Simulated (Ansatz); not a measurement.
**hcp against fcc along the 4d metals**

Level of theory: DFT, PBEsol, plane waves (420 eV) with PAW, scalar-relativistic (Ansatz 0.2.0). (PAW data from PBE, frozen cores regenerated.)

Each structure is relaxed within its symmetry, in the lowest magnetic state of the tried starts. Differences under about 8 meV lie within the error of the k-point mesh.

```csv
element,E(hcp) − E(fcc) (meV/atom),V(hcp) (Å³/atom),V(fcc) (Å³/atom),state of hcp,state of fcc
Y,-20,31.37,30.91,spin not included,spin not included
Zr,?,?,?,?,?
Nb,-37,18.06,18.17,spin not included,spin not included
Mo,16,15.61,15.54,spin not included,spin not included
Ru,-121,13.32,13.40,non-magnetic,spin not included
Rh,41,13.58,13.51,spin not included,non-magnetic
Pd,37,14.64,14.59,spin not included,spin not included
Ag,10,16.72,16.64,spin not included,spin not included
Cd,-9,21.25,20.97,spin not included,spin not included
```

Fill in the row of Zr.

E(hcp) − E(fcc) (meV/atom): -31; V(hcp) (Å³/atom): 22.47; V(fcc) (Å³/atom): 22.24; state of hcp: spin not included; state of fcc: spin not included.
